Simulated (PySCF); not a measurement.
**propanal: calculation against experiment**

**The experiment to reproduce.**

NIST CCCBDB Release 22 (SRD 101), experimental polarizabilities lists, for the gas: mean polarisability 6.35 Å³.

How close the calculation comes is told at the end.

Propanal, C₃H₆O.
SMILES with atom numbers: `[CH3:1][CH2:2][CH:3]=[O:4]` (hydrogens: H5, H6, H7 on C1; H8, H9 on C2; H10 on C3)

Geometry (PBE0-D3(BJ)/def2-SVP, Å), atoms numbered from 1 in this order:
```
atom  x, y, z in Å
C1    -1.0634    0.4704   -0.0996
C2     0.0463   -0.5584   -0.1720
C3     1.3777   -0.0584    0.3123
O4     1.5880    1.0576    0.7053
H5    -2.0120    0.0585   -0.4723
H6    -0.8135    1.3595   -0.6961
H7    -1.2168    0.8098    0.9350
H8    -0.1882   -1.4683    0.4116
H9     0.2031   -0.9286   -1.2029
H10    2.2034   -0.8189    0.2831
```

Runs made with PySCF (gas phase, on this PBE0-D3(BJ)/def2-SVP geometry; no spin–orbit coupling):

| level | job | basis functions | wall time |
| --- | --- | --- | --- |
| CAM-B3LYP/def2-SVPD | 10 singlets by full TDDFT, 4 Tamm–Dancoff triplets, polarisability, ΔSCF ions | 131 | 29 s |
| B3LYP/def2-SVPD | 10 singlets by full TDDFT, 4 Tamm–Dancoff triplets, polarisability, ΔSCF ions | 131 | 27 s |
| BHandHLYP/def2-SVPD | 10 singlets by full TDDFT, 4 Tamm–Dancoff triplets, polarisability, ΔSCF ions | 131 | 26 s |
| HF/def2-SVPD | 10 singlets by TDHF, 4 Tamm–Dancoff triplets, polarisability, ΔSCF ions | 131 | 5.6 s |
| LDA/def2-SVPD | 10 singlets by full TDDFT, 4 Tamm–Dancoff triplets, polarisability, ΔSCF ions | 131 | 36 s |
| PBE/def2-SVPD | 10 singlets by full TDDFT, 4 Tamm–Dancoff triplets, polarisability, ΔSCF ions | 131 | 46 s |
| PBE0/def2-SVPD | 10 singlets by full TDDFT, 4 Tamm–Dancoff triplets, polarisability, ΔSCF ions | 131 | 26 s |

Hardware: one thread, Arm Neoverse N1 (aarch64), shared host.

## Comparison

**Mean polarisability.** Measured: 6.35 Å³ (NIST CCCBDB Release 22 (SRD 101), experimental polarizabilities).

```tsv
level	computed (Å³)	computed − measured (Å³)	% (from the printed values)
CAM-B3LYP/def2-SVPD	6.12	-0.23	-4
B3LYP/def2-SVPD	6.22	-0.13	-2
BHandHLYP/def2-SVPD	5.97	-0.38	-6
HF/def2-SVPD	5.73	-0.62	-10
LDA/def2-SVPD	6.52	+0.17	+3
PBE/def2-SVPD	6.43	+0.08	+1
PBE0/def2-SVPD	6.14	-0.21	-3
```

Closest is PBE/def2-SVPD (+0.08 Å³), furthest HF/def2-SVPD (-0.62 Å³); one molecule doesn't rank methods. The computed values are static and purely electronic, with core orbitals frozen in the response (1 au = 0.148185 Å³). The table of measured values doesn't say here whether a value is static or optical, or holds a vibrational part. The measurement averages over conformers, the calculation has one.

No measured geometry was used, and the causes of the misses weren't examined.
